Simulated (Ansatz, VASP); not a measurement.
# HgTe in VASP and in Ansatz

```
CELL_PARAMETERS angstrom
0.00000 3.18000 3.18000
3.18000 0.00000 3.18000
3.18000 3.18000 0.00000
ATOMIC_POSITIONS crystal
Hg 0.00000 0.00000 0.00000
Te 0.50000 0.50000 0.50000
```

Measurements of this composition are mostly on another form, of space group No. 216.

Alike in both runs: task relaxation of cell and atoms; functional LDA; k mesh 7 × 7 × 7; occupations fermi-dirac, width 0.05 eV; no spin polarisation.

|  | VASP | Ansatz |
| --- | --- | --- |
| version | VASP 6.6.1 | Ansatz 0.2.0 |
| potentials or method | VASP PAW LDA potentials, release 64 (Hg, Te) | Ansatz PAW |
| plane-wave cutoff (eV) | 600 | 420 |
| valence electrons in the cell | 18 | 36 |

Ansatz gave:

- gap on the k mesh at the Fermi level, each at its own relaxed structure (eV): none
- relaxed volume (Å³/atom): 26.21
- relaxed cell length with the largest relative difference (Å): 4.201
- energy change over the relaxation (meV/atom): -182

Question: Which values does VASP return?

Answer: gap on the k mesh at the Fermi level, each at its own relaxed structure (eV): none; relaxed volume (Å³/atom): 26.38; relaxed cell length with the largest relative difference (Å): 4.210; energy change over the relaxation (meV/atom): -171.

A gap of «none» marks a metal or a gap that the smearing closes. The two sets of potentials don't hold the same shells in valence.

Caveats: the volume moved by over 15 % at a fixed basis, so the end points are rough; the volume moved by -18 % from the deposited cell, more than functionals usually miss (VASP); the plane-wave basis is chosen anew once the cell has moved, so the energies of steps on either side of that aren't comparable (Ansatz); the volume moved by -19 % from the deposited cell, more than functionals usually miss (Ansatz); the PAW data sets come from PBE, with cores solved anew for the run's functional, which leaves a small shift of forces and pressure (Ansatz). LDA usually gives volumes a few per cent too small. The runs have no spin-orbit coupling, so splittings on Hg, Te are missing.
